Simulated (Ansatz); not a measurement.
**CoO: properties at the relaxed cell**

An exercise on one series of results from a longer session: the logs are not shown, and one member is left open.

Program: Ansatz 0.2.0. Level of theory: DFT PBEsol, scalar-relativistic, plane waves, PAW. These are calculated values, not measurements.

2 further runs of the same task are left out: 2 set aside as unsound or not needed.

## The structure to begin with

It takes space group Fm-3m (No. 225, cubic). The conventional cell has a = 4.167 Å, b = 4.167 Å, c = 4.167 Å, α = 90.00°, β = 90.00°, γ = 90.00°. Around Co (site symmetry m-3m) lie 6 O at 2.08 Å. O (site symmetry m-3m) has 6 Co at 2.08 Å as nearest neighbours.

Structure file:

```cif
data_structure
_symmetry_space_group_name_H-M 'Fm-3m'
_symmetry_Int_Tables_number 225
_cell_length_a 4.1669
_cell_length_b 4.1669
_cell_length_c 4.1669
_cell_angle_alpha 90.000
_cell_angle_beta 90.000
_cell_angle_gamma 90.000
_cell_volume 72.35
loop_
_atom_site_label
_atom_site_type_symbol
_atom_site_symmetry_multiplicity
_atom_site_Wyckoff_symbol
_atom_site_fract_x
_atom_site_fract_y
_atom_site_fract_z
_atom_site_occupancy
Co1 Co 4 a 0.00000 0.00000 0.00000 1
O1 O 4 b 0.50000 0.00000 0.00000 1
```

It is the result of an earlier relaxation at this level (volume 9.04 Å³/atom; gap on the mesh: none (metal), site moments up to 2.3 μB).

The first run:

Contents of input.yaml:

```yaml
crystal:
  lattice:
    - [0.0, 2.0834561624, 2.0834561624]
    - [2.0834561624, 0.0, 2.0834561624]
    - [2.0834561624, 2.0834561624, 0.0]
  atoms:
    - { symbol: Co, position: [0.0, 0.0, 0.0], spin: 2.57 }
    - { symbol: O, position: [0.5, 0.5, 0.5], spin: 0.32 }
basis:
  ecutwfc: 420
kpoints:
  mp_grid: { grid: [18, 18, 18] }
  band_path:
    path:
      - [[0.0, 0.0, 0.0], [0.5, 0.0, 0.5], [0.625, 0.25, 0.625]]
      - [[0.375, 0.375, 0.75], [0.0, 0.0, 0.0], [0.5, 0.5, 0.5], [0.5, 0.25, 0.75], [0.5, 0.0, 0.5]]
    npoints: 14
hamiltonian:
  xc: pbesol
scf:
  occupations: { method: gaussian, width: 0.1 }
  n_extra_bands: 6
output:
  forces: true
  stress: true
  eigenvalues: true
  populations: true
  dos: { projected: true, de: 0.02, nscf_kmesh: { grid: [27, 27, 27] } }
  bader: true
magnetization:
  spin_polarized: true
checkpoint:
  read: start.run
  write: ck
  compress: false
  write_wavefunctions: false
  write_every: 100000
```

The run is started by

```bash
ansatz run input.yaml --threads 1 --pin off --max-ram 2560MiB --backend cpu --events-out ev --progress --plain --runs-dir out
```

Among the steps run: Static run: bands, density of states and charges; The cell as listed, for comparison; Volume × 0.97; The cell scaled to 1.03 of its volume; The cell scaled to 0.94 of its volume; Point at V/V0 = 1.06; Volume × 0.91; Point at V/V0 = 1.10; Point at V/V0 = 0.88.

One of the session's tables, all rows but one given; the rest of the session is left out.

| volume (Å³/atom) | energy above the lowest point (meV/atom) | pressure (GPa) | largest moment (μB) |
| --- | --- | --- | --- |
| 7.959 | 81.4 | 25.11 | 1.65 |
| 8.230 | 43.4 | 18.71 | 1.94 |
| 8.501 | 18.8 | 11.07 | 2.06 |
| 8.773 | 4.4 | 5.48 | 2.23 |
| 9.044 | 0.0 | -0.03 | 2.33 |
| 9.315 | 4.0 | -4.66 | 2.44 |
| 9.586 | ? | ? | ? |
| 9.948 | 42.6 | -14.73 | 2.53 |

Q: Estimate the row for volume (Å³/atom) = 9.586 from the others.

Worked estimate for «energy above the lowest point (meV/atom)». A straight line through the neighbours (9.315, 4.0) and (9.948, 42.6) gives 4.0 + (42.6 − 4.0) × (9.586 − 9.315) / (9.948 − 9.315) = 20.5; a parabola fitted to 3 rows on both sides gives 15.5.

As computed: energy above the lowest point (meV/atom): 15.5; pressure (GPa): -9.14; largest moment (μB): 2.50. In «energy above the lowest point (meV/atom)» the line misses by +5.0 and the parabola by 0.0.

To keep in mind: With one magnetic atom in the cell only ferromagnetic order fits, and no U was applied, so an antiferromagnetic state was not tested. Without a U such compounds often come out metallic though many are antiferromagnetic insulators. Warnings in the runs' records: stability check not made.
